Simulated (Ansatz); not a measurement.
Al2Cu: work and stress of cleavage

Level of theory: Ansatz 0.2.0, DFT PBEsol, scalar-relativistic, plane waves, PAW. Settings: plane waves to 420 eV, k-mesh 11×16×4 (Γ-centred), Gaussian smearing 0.15 eV. No spin polarisation. Energies are free energies at this smearing, counted from the undisturbed cell; pressure is positive in compression.

The undisturbed cell (relaxed at this level; it needn't be the usual structure):

```yaml
crystal:
  lattice:
    - [0.00000, -4.08417, 0.00000]
    - [0.00000, 0.00000, -2.84639]
    - [12.25252, 0.00000, 0.00000]
  atoms:
    - { symbol: Al, position: [0.00000, 0.50000, 0.08332] }
    - { symbol: Al, position: [0.00000, 0.50000, 0.41665] }
    - { symbol: Al, position: [0.00000, 0.50000, 0.74998] }
    - { symbol: Al, position: [0.50000, 0.50000, 0.91665] }
    - { symbol: Al, position: [0.50000, 0.50000, 0.24998] }
    - { symbol: Al, position: [0.50000, 0.50000, 0.58332] }
    - { symbol: Cu, position: [0.00000, 0.00000, 0.24998] }
    - { symbol: Cu, position: [0.00000, 0.00000, 0.58332] }
    - { symbol: Cu, position: [0.00000, 0.00000, 0.91665] }
```

The cut lies on the cell's a–b face, a (1 0 0) plane (indices in the standard cell, whose axes needn't be the Cartesian ones shown) of area 11.63 Å², between layers 2.04 Å apart. Vector c is lengthened by d along the normal with the atoms' Cartesian places fixed: one unrelaxed cut a cell. The traction is positive where the two halves pull on each other.

| d (Å) | energy (J/m²) | traction (GPa) |
| --- | --- | --- |
| -0.30 | 0.49 | -36.6 |
| -0.15 | 0.11 | -15.1 |
| 0.00 | 0.00 | -0.3 |
| 0.25 | 0.19 | 13.3 |
| 0.50 | 0.59 | 17.4 |
| 0.75 | 1.01 | 16.2 |
| 1.00 | 1.38 | 13.2 |
| 1.50 | 1.89 | 7.3 |
| 2.00 | 2.15 | 3.7 |
| 3.00 | 2.35 | 0.8 |
| 4.50 | 2.39 | 0.0 |
| 6.00 | 2.40 | 0.0 |

Task: What are the work of separation and the cleavage stress, and do they fit the universal binding curve?

Result: The energy levels off near W ≈ 2.40 J/m² (the traction is down to 0.0 GPa), the energy of the two unrelaxed faces, 1.20 J/m² each on average. The largest sampled traction is 17.4 GPa at d = 0.50 Å, and a parabola through it and its two neighbours peaks at σ_max ≈ 17.6 GPa, d ≈ 0.57 Å. The curve E = W[1 − (1 + d/ℓ)exp(−d/ℓ)] peaks in traction at d = ℓ with σ_max = W/(eℓ); with 1 J/m² per Å = 10 GPa this W and σ_max give ℓ = 0.50 Å. A parabola through that curve at the same three d peaks at 0.54 Å, against 0.57 Å here, a fair fit. Real crystals break at far lower stress, because cracks concentrate it, and on the plane of lowest W, which needn't be this one.

The cut is rigid; relaxing the faces lowers these energies and usually the stresses.

In a metal these slopes depend on the k mesh and the smearing.

Cost: 12 runs of about 21 core-minutes in all, on Intel Xeon Processor @ 2.70GHz (shared hosts).